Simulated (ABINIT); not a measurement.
# Fe (Fmmm) in ABINIT: single point with PBE

Aim: the single point of Fe with PBE.

Program: ABINIT 10.8.3 (patched build). These are calculated values, not measurements. Logs are shortened: lines on timing, memory, paths and dates and some standing lists are left out, and cuts for length are marked. The log counts tension as positive stress, the text compression.

## 1. The crystal as given

Symmetry: Fmmm, No. 69, orthorhombic system. The conventional cell has a = 2.997 Å, b = 3.883 Å, c = 3.930 Å, α = 90.00°, β = 90.00°, γ = 90.00°. Around Fe (site symmetry mmm) lie 12 Fe at 2.45 to 2.76 Å.

## 2. Single point, PBE, collinear spin, ferromagnetic start

Contents of run.abi:

```
# Pseudopotentials
pp_dirpath "./"
pseudos "Fe.GGA_PBE-JTH.xml"

# Structure
acell 5.2205685297 4.6699410662 4.6349071117
rprim
     0.0000000000     0.7028652530     0.7113230181
     0.6063546897     0.0000000000     0.7951943098
     0.6109379536     0.7916784807     0.0000000000
ntypat 1
znucl 26
natom 1
typat 1
xred
     0.0000000000     0.0000000000     0.0000000000
chkprim 0
chksymtnons 0
tolsym 1.0e-6

# Plane-wave basis
ecut 707.496042 eV
pawecutdg 48.0
pawxcdev 0

# k points
kptopt 1
ngkpt 13 13 13
nshiftk 1
shiftk 0.0 0.0 0.0

# Exchange and correlation
ixc 11

# Bands and occupations
nband 13
occopt 3
tsmear 0.05 eV

# Spin
nsppol 2
spinat
     0.0000000000     0.0000000000     5.0000000000

# SCF cycle
nstep 100
tolvrs 1.0e-9

# Output
iomode 3
prtwf 0
prtden 0
prteig 0
prtebands 0
enunit 1
```

Potentials or basis: JTH PAW PBE v2.0.

The run is started by

```
> abinit run.abi > log 2>&1
```

run.abo:

```text
.Version 10.8.3 of ABINIT
 Symmetries : space group Fm m m (# 69); Bravais oF (face-center ortho.)
================================================================================
 Values of the parameters that define the memory need of the present run
     intxc =       0    ionmov =       0      iscf =      17    lmnmax =      18
     lnmax =       6     mgfft =      24  mpssoang =       3    mqgrid =    3001
     natom =       1  nloc_mem =       2    nspden =       2   nspinor =       1
    nsppol =       2      nsym =       8    n1xccc =       1    ntypat =       1
    occopt =       3   xclevel =       2
       mpw =         506          nfft =       13824          nkpt =         343
 PAW method is used; the additional fine FFT grid is defined by:
   mgfftf=        36    nfftf =     46656
================================================================================
================================================================================

--------------------------------------------------------------------------------
------------- Echo of variables that govern the present computation ------------
--------------------------------------------------------------------------------
 -outvars: echo values of preprocessed input variables --------
            acell      5.2205685297E+00  4.6699410662E+00  4.6349071117E+00 Bohr
              amu      5.58470000E+01
          chkprim           0
      chksymtnons           0
             ecut      2.60000000E+01 Hartree
           enunit           1
                       outvar_i_n : Printing only first  50 k-points.
              ixc          11
                       outvar_i_n : Printing only first  50 k-points.
         kptrlatt       13    0    0      0   13    0      0    0   13
          kptrlen      6.02537925E+01
            natom           1
            nband          13
            ngfft          24      24      24
          ngfftdg          36      36      36
             nkpt         343
           nspden           2
           nsppol           2
            nstep         100
             nsym           8
           ntypat           1
                       prtocc : prtvol=0, do not print more k-points.
                       1.000000  1.000000  1.000000  1.000000  1.000000  1.000000
                       1.000000  1.000000  0.000000  0.000000  0.000000  0.000000
                       0.000000
                       1.000000  1.000000  1.000000  1.000000  1.000000  1.000000
                       1.000000  1.000000  0.000000  0.000000  0.000000  0.000000
                       0.000000
                       1.000000  1.000000  1.000000  1.000000  1.000000  1.000000
                       1.000000  1.000000  0.000000  0.000000  0.000000  0.000000
                       0.000000
                       1.000000  1.000000  1.000000  1.000000  1.000000  1.000000
                       1.000000  1.000000  0.000000  0.000000  0.000000  0.000000
                       0.000000
                       1.000000  1.000000  1.000000  1.000000  1.000000  1.000000
                       1.000000  1.000000  0.000000  0.000000  0.000000  0.000000
                       0.000000
                       1.000000  1.000000  1.000000  1.000000  1.000000  1.000000
                       1.000000  1.000000  0.000000  0.000000  0.000000  0.000000
[... 118 lines left out ...]
                       1.000000  1.000000  1.000000  1.000000  1.000000  1.000000
                       1.000000  1.000000  0.000000  0.000000  0.000000  0.000000
                       0.000000
                       1.000000  1.000000  1.000000  1.000000  1.000000  1.000000
                       1.000000  1.000000  0.000000  0.000000  0.000000  0.000000
                       0.000000
                       1.000000  1.000000  1.000000  1.000000  1.000000  1.000000
                       1.000000  1.000000  0.000000  0.000000  0.000000  0.000000
                       0.000000
                       1.000000  1.000000  1.000000  1.000000  1.000000  1.000000
                       1.000000  1.000000  0.000000  0.000000  0.000000  0.000000
                       0.000000
                       1.000000  1.000000  1.000000  1.000000  1.000000  1.000000
                       1.000000  1.000000  0.000000  0.000000  0.000000  0.000000
                       0.000000
                       prtocc : prtvol=0, do not print more k-points.
           occopt           3
        pawecutdg      4.80000000E+01 Hartree
         pawxcdev           0
           prtden           0
        prtebands           0
           prteig           0
            prtwf           0
            rprim      0.0000000000E+00  7.0286525300E-01  7.1132301810E-01
                       6.0635468970E-01  0.0000000000E+00  7.9519430980E-01
                       6.1093795360E-01  7.9167848070E-01  0.0000000000E+00
          spgroup          69
           spinat      0.0000000000E+00  0.0000000000E+00  5.0000000000E+00
           tolsym      1.00000000E-06
           tolvrs      1.00000000E-09
           tsmear      1.83746611E-03 Hartree
            typat      1
           useylm           1
                       outvars : Printing only first  50 k-points.
            znucl       26.00000

================================================================================

 chkinp: Checking input parameters for consistency.

================================================================================
== DATASET  1 ==================================================================

--- !DatasetInfo
iteration_state: {dtset: 1, }
dimensions: {natom: 1, nkpt: 343, mband: 13, nsppol: 2, nspinor: 1, nspden: 2, mpw: 506, }
cutoff_energies: {ecut:  26.0, pawecutdg:  48.0, }
electrons: {nelect:   1.60000000E+01, charge:   0.00000000E+00, occopt:   3.00000000E+00, tsmear:   1.83746611E-03, }
[... 51 lines left out ...]
 ETOT  1  -123.29628153822    -1.233E+02 2.654E+01 8.165E+02 1.604E+00 1.604E+00
 ETOT  2  -125.20730440814    -1.911E+00 2.634E-01 9.212E+02 4.325E-01 2.036E+00
 ETOT  3  -124.47363939362     7.337E-01 6.431E-01 1.764E+01 8.898E-02 2.125E+00
 ETOT  4  -124.45432122587     1.932E-02 3.867E-01 2.804E+01 2.607E-01 2.386E+00
 ETOT  5  -124.44055230330     1.377E-02 5.125E-01 1.054E-01 9.222E-02 2.293E+00
 ETOT  6  -124.44115568881    -6.034E-04 1.104E-01 9.855E-02 3.072E-03 2.290E+00
 ETOT  7  -124.44118991359    -3.422E-05 2.295E-02 3.260E-02 2.535E-02 2.265E+00
 ETOT  8  -124.44120055467    -1.064E-05 3.621E-03 5.620E-02 2.043E-02 2.245E+00
 ETOT  9  -124.44118791480     1.264E-05 1.546E-03 3.200E-04 1.862E-02 2.226E+00
 ETOT 10  -124.44118926151    -1.347E-06 9.100E-04 1.311E-05 9.207E-04 2.227E+00
 ETOT 11  -124.44118935969    -9.818E-08 1.179E-03 1.133E-04 4.212E-04 2.227E+00
 ETOT 12  -124.44118932107     3.863E-08 5.086E-04 2.238E-06 9.741E-05 2.227E+00
 ETOT 13  -124.44118932286    -1.797E-09 6.358E-04 4.563E-07 7.943E-05 2.227E+00
 ETOT 14  -124.44118932296    -9.418E-11 2.459E-04 1.974E-09 6.035E-05 2.226E+00
 ETOT 15  -124.44118932299    -3.075E-11 2.874E-04 2.379E-10 5.980E-06 2.226E+00

 At SCF step   15       nres2   =  2.38E-10 < tolvrs=  1.00E-09 =>converged.

 Cartesian components of stress tensor (hartree/bohr^3)
  sigma(1 1)=  2.41019384E-04  sigma(3 2)=  1.65037993E-12
  sigma(2 2)= -5.27429509E-05  sigma(3 1)= -4.80103836E-12
  sigma(3 3)= -1.81299468E-06  sigma(2 1)=  2.69445682E-12

--- !ResultsGS
iteration_state: {dtset: 1, }
comment   : Summary of ground state results
lattice_vectors:
- [  0.0000000,   3.6693562,   3.7135106, ]
- [  2.8316407,   0.0000000,   3.7135106, ]
- [  2.8316407,   3.6693562,   0.0000000, ]
lattice_lengths: [   5.22057,    4.66994,    4.63491, ]
lattice_angles: [ 68.257,  56.190,  55.553, ] # degrees, (23, 13, 12)
lattice_volume:   7.7168965E+01
convergence: {deltae: -3.075E-11, res2:  2.379E-10, residm:  2.874E-04, diffor: null, }
etotal    :  -1.24441189E+02
entropy   :   0.00000000E+00
fermie    :   3.34319315E-01
cartesian_stress_tensor: # hartree/bohr^3
- [  2.41019384E-04,   2.69445682E-12,  -4.80103836E-12, ]
- [  2.69445682E-12,  -5.27429509E-05,   1.65037993E-12, ]
- [ -4.80103836E-12,   1.65037993E-12,  -1.81299468E-06, ]
pressure_GPa:  -1.8286E+00
xred      :
- [  0.0000E+00,   0.0000E+00,   0.0000E+00, Fe]
cartesian_forces: # hartree/bohr
- [ -0.00000000E+00,  -0.00000000E+00,  -0.00000000E+00, ]
force_length_stats: {min:   0.00000000E+00, max:   0.00000000E+00, mean:   0.00000000E+00, }
...

 Integrated electronic and magnetization densities in atomic spheres:
 ------------------------------------------------------------------------------------------------------------
 Radius=ratsph(iatom), smearing ratsm=  0.0000. Diff(up-dn)=approximate z local magnetic moment.
    Atom    Radius    up_density   dn_density  Total(up+dn)  Diff(up-dn)
    1 Fe   2.11532     8.319834     6.093371     14.413205     2.226463
 ------------------------------------------------------------------------------------------------------------
  Sum:                 8.319834     6.093371     14.413205     2.226463
 Total magnetization (from the atomic spheres):                2.226463
 Total magnetization (exact up - dn):                          2.173028

================================================================================

 ----iterations are completed or convergence reached----

 Mean square residual over all n,k,spin=   99.053E-09; max=  28.741E-05
 reduced coordinates (array xred) for    1 atoms
       0.000000000000      0.000000000000      0.000000000000
 rms dE/dt=  0.0000E+00; max dE/dt=  0.0000E+00; dE/dt below (all hartree)
    1       0.000000000000      0.000000000000      0.000000000000

 cartesian coordinates (angstrom) at end:
    1      0.00000000000000     0.00000000000000     0.00000000000000

 cartesian forces (hartree/bohr) at end:
    1     -0.00000000000000    -0.00000000000000    -0.00000000000000
 frms,max,avg= 0.0000000E+00 0.0000000E+00   0.000E+00  0.000E+00  0.000E+00 h/b

 cartesian forces (eV/Angstrom) at end:
    1     -0.00000000000000    -0.00000000000000    -0.00000000000000
 frms,max,avg= 0.0000000E+00 0.0000000E+00   0.000E+00  0.000E+00  0.000E+00 e/A
 length scales=  5.220568529700  4.669941066200  4.634907111700 bohr
              =  2.762605892000  2.471226386817  2.452687216500 angstroms
 Fermi (or HOMO) energy (eV) =   9.09729   Average Vxc (eV)= -12.73605
 Eigenvalues (   eV  ) for nkpt= 343  k points, SPIN UP:
 kpt#   1, nband= 13, wtk=  0.00046, kpt=  0.0000  0.0000  0.0000 (reduced coord)
 -79.02437  -44.82354  -44.81751  -44.81316    0.60836    6.65432    6.74204    7.06911
   7.75716    8.14059   32.58879   34.07185   34.32888
 prteigrs : prtvol=0 or 1, do not print more k-points.

 Eigenvalues (   eV  ) for nkpt= 343  k points, SPIN DOWN:
 kpt#   1, nband= 13, wtk=  0.00046, kpt=  0.0000  0.0000  0.0000 (reduced coord)
 -76.39191  -42.24157  -42.23349  -42.22550    0.76006    8.45323    8.60392    9.10695
  10.39166   11.01000   32.30072   33.85451   34.14899
 prteigrs : prtvol=0 or 1, do not print more k-points.

--- !EnergyTerms
iteration_state     : {dtset: 1, }
comment             : Components of total free energy in Hartree
kinetic             :  1.22147515822691E+01
hartree             :  2.36454911165666E+01
xc                  : -3.42499231375569E+00
Ewald energy        : -8.68344213539769E+01
psp_core            :  6.44404377548034E+00
local_psp           : -6.51498341251214E+01
PAW spherical_terms : -1.13358823152288E+01
internal            : -1.24440843633767E+02
'-kT*entropy'       : -3.44942597908450E-04
total_energy        : -1.24441188576365E+02
total_energy_eV     : -3.38621724726041E+03
...

--- !EnergyTermsDC
iteration_state     : {dtset: 1, }
comment             : '"Double-counting" decomposition of free energy'
band_energy         : -1.33406157979246E+01
Ewald energy        : -8.68344213539769E+01
psp_core            :  6.44404377548034E+00
xc_dc               : -2.26094184086315E+01
PAW spherical_terms : -8.10043259533717E+00
internal            : -1.24440844380390E+02
'-kT*entropy'       : -3.44942597908450E-04
total_energy_dc     : -1.24441189322988E+02
total_energy_dc_eV  : -3.38621726757706E+03
...

--- !EnergyTermsWithPAWCore
iteration_state     : {dtset: 1, }
comment             : 'Components of total free energy, including PAW core contributions'
Total energy        : -1.27278424551032E+03
Total energy DC     : -1.27278424625694E+03
Total energy (eV)   : -3.46342237123807E+04
Total energy DC (eV): -3.46342237326973E+04
...

 Cartesian components of stress tensor (hartree/bohr^3)
  sigma(1 1)=  2.41019384E-04  sigma(3 2)=  1.65037993E-12
  sigma(2 2)= -5.27429509E-05  sigma(3 1)= -4.80103836E-12
  sigma(3 3)= -1.81299468E-06  sigma(2 1)=  2.69445682E-12

-Cartesian components of stress tensor (GPa)         [Pressure= -1.8286E+00 GPa]
- sigma(1 1)=  7.09103510E+00  sigma(3 2)=  4.85558539E-08
- sigma(2 2)= -1.55175119E+00  sigma(3 1)= -1.41251425E-07
- sigma(3 3)= -5.33401452E-02  sigma(2 1)=  7.92736564E-08

== END DATASET(S) ==============================================================
================================================================================

 -outvars: echo values of variables after computation  --------
            acell      5.2205685297E+00  4.6699410662E+00  4.6349071117E+00 Bohr
           etotal     -1.2444118932E+02
            fcart     -0.0000000000E+00 -0.0000000000E+00 -0.0000000000E+00
            rprim      0.0000000000E+00  7.0286525300E-01  7.1132301810E-01
                       6.0635468970E-01  0.0000000000E+00  7.9519430980E-01
                       6.1093795360E-01  7.9167848070E-01  0.0000000000E+00
           strten      2.4101938410E-04 -5.2742950929E-05 -1.8129946837E-06
                       1.6503799308E-12 -4.8010383550E-12  2.6944568159E-12
 Calculation completed.
```

Run time: 2.7 min. Hardware: 1 thread of Arm Neoverse V1, shared host; peak memory 0.21 GiB.

Results:

* Free energy: -3386.2173 eV
* Pressure: -1.8 GPa
* Band gap on the k mesh: none (metal or under the smearing width)
* Net moment: 2.17 μB per cell
* Site moments: Fe +2.23 μB
* Valence electrons inside the program's atomic spheres: Fe 14.41 (radii [1.1194] Å)

Levels at points of the mesh, in eV from the Fermi level:
Spin up:
| k point | band 5 | band 6 | band 7 | band 8 | band 9 | band 10 | band 11 | band 12 | band 13 |
| --- | --- | --- | --- | --- | --- | --- | --- | --- | --- |
| (0.00, 0.00, 0.00) | -8.49 | -2.44 | -2.36 | -2.03 | -1.34 | -0.96 | 23.49 | 24.97 | 25.23 |
Spin down:
```csv
k point,band 3,band 4,band 5,band 6,band 7,band 8,band 9,band 10,band 11,band 12
"(0.00, 0.00, 0.00)",-51.33,-51.32,-8.34,-0.64,-0.49,0.01,1.29,1.91,23.20,24.76
```

## 3. For comparison

An earlier run on the cell as given: functional PBE; potentials or basis JTH PAW PBE v2.0; cutoff 707 eV; k mesh 13 × 13 × 13; occupations fermi-dirac, width 0.05 eV; collinear spin, ferromagnetic start; starting moments [3.0] μB.

* Pressure: -1.8 GPa
* Band gap on the k mesh: none (metal or under the smearing width)
* Net moment: 2.17 μB per cell
* Site moments: Fe +2.23 μB
* Valence electrons inside the program's atomic spheres: Fe 14.41 (radii [1.1194] Å)
